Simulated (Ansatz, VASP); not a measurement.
**One calculation of WC, two programs**

File INCAR:

```
SYSTEM = WC
  ALGO = Normal
  EDIFF = 1E-6
  EDIFFG = -0.02
  ENCUT = 600
  GGA = PS
  IBRION = 2
  ISIF = 3
  ISMEAR = 1
  IVDW = 12
  LASPH = .TRUE.
  LCHARG = .FALSE.
  LREAL = .FALSE.
  LWAVE = .FALSE.
  NELM = 60
  NSW = 80
  PREC = Accurate
  SIGMA = 0.05
```

Contents of KPOINTS:

```
k-points
0
G
  11 11 11
  0 0 0
```

The input POSCAR:

```
WC
1.0
    0.0000000000      2.1926840000      2.1926840000
    2.1926840000      0.0000000000      2.1926840000
    2.1926840000      2.1926840000      0.0000000000
W C
1 1
Direct
    0.0000000000      0.0000000000      0.0000000000
    0.5000000000      0.5000000000      0.5000000000
```

Input for Ansatz:

```yaml
crystal:
  lattice:
    - [0.0, 2.192684, 2.192684]
    - [2.192684, 0.0, 2.192684]
    - [2.192684, 2.192684, 0.0]
  atoms:
    - { symbol: W, position: [0.0, 0.0, 0.0] }
    - { symbol: C, position: [0.5, 0.5, 0.5] }
basis:
  ecutwfc: 544.22772491976
kpoints:
  mp_grid:
    grid: [11, 11, 11]
hamiltonian:
  xc: pbesol
  dispersion: d3bj
scf:
  occupations:
    method: cold
    width: 0.05
relax:
  f_tol: 0.02
  cell: {}
```

Measurements of this composition are mostly on another form, of space group No. 187.

Alike in both runs: task relaxation of cell and atoms; functional PBEsol; dispersion D3(BJ); k mesh 11 × 11 × 11; no spin polarisation.

|  | VASP | Ansatz |
| --- | --- | --- |
| version | VASP 6.6.1 | Ansatz 0.2.0 |
| potentials or method | VASP PAW PBE potentials, release 64 (W_sv, C) | plane waves, PAW |
| plane-wave cutoff (eV) | 600 | 544 |
| occupations | methfessel-paxton of order 1, width 0.05 eV | cold, width 0.05 eV |
| valence electrons in the cell | 18 | 18 |

|  | VASP | Ansatz | Ansatz less VASP |
| --- | --- | --- | --- |
| relaxed volume (Å³/atom) | 10.10 | 10.07 | -0.031 |
| relaxed cell length with the largest relative difference (Å) | 3.057 | 3.054 | -0.0031 |
| energy change over the relaxation (meV/atom) | -23 | -26 | -3.0 |

Caveats: the PAW data sets were made with another functional, which shifts forces and pressure a little (VASP). The runs have no spin-orbit coupling, so splittings on W are missing.
